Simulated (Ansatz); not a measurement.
Evanescent states of LaAlO3 (R-3c, 10 atoms a cell, 10.9 Å³ an atom) along the normal of (110)

Method: r2SCAN (plane waves, PAW; Ansatz, a quantum-chemistry and plane-wave program).

No gap correction and no spin-orbit coupling; mid-gap is the computed energy nearest the middle.

Energies count from the valence-band top; κ is the least over a 6×4 mesh across the current.

| E (eV) | κ (1/Å) | where |
|---|---|---|
| 0.10 | 0.155 | Γ |
| 0.32 | 0.211 | Γ |
| 0.53 | 0.252 | Γ |
| 0.73 | 0.284 | Γ |
| 0.94 | 0.311 | Γ |
| 1.16 | 0.334 | Γ |
| 1.36 | 0.354 | Γ |
| 1.57 | 0.372 | Γ |
| 1.78 | 0.388 | Γ |
| 2.00 | 0.396 | Γ |
| 2.21 | 0.396 | Γ |
| 2.42 | 0.395 | Γ |
| 2.62 | 0.392 | Γ |
| 2.83 | 0.388 | Γ |
| 3.04 | 0.383 | Γ |
| 3.25 | 0.375 | Γ |
| 3.46 | 0.365 | Γ |
| 3.67 | 0.350 | off Γ |
| 3.88 | 0.297 | Γ |
| 4.09 | 0.241 | Γ |
| 4.30 | 0.157 | Γ |

Q: How thick must the barrier be to attenuate the transmission by 10^6 when the electrodes' Fermi level lies at 3.67 eV, and what attenuation does that film give at 0.94 eV?

A: d = 6 ln 10 / (2 × 0.350) = 19.7 Å. At 0.94 eV it gives 6 × 0.311/0.350 = 5.3 decades.
